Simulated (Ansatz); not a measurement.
An element in the fcc structure gives these cold pressures by all-electron LAPW under PBE (Ansatz 0.2.0, scalar-relativistic, no spin polarisation).

```json
{"V (Å³/atom)": "21.23", "P (GPa)": "0.04"}
{"V (Å³/atom)": "19.10", "P (GPa)": "4.34"}
{"V (Å³/atom)": "16.98", "P (GPa)": "12.33"}
{"V (Å³/atom)": "14.86", "P (GPa)": "27.2"}
{"V (Å³/atom)": "12.74", "P (GPa)": "55.9"}
{"V (Å³/atom)": "10.61", "P (GPa)": "113.5"}
{"V (Å³/atom)": "8.49", "P (GPa)": "238.8"}
```

Problem. Which element is it?

Solution. Cl. Its zero-pressure volume in this structure is near 21.2 Å³/atom; the volume and the steepness of P(V) together point to it, though neighbours can come close. Other candidates weren't computed, and some may come near.
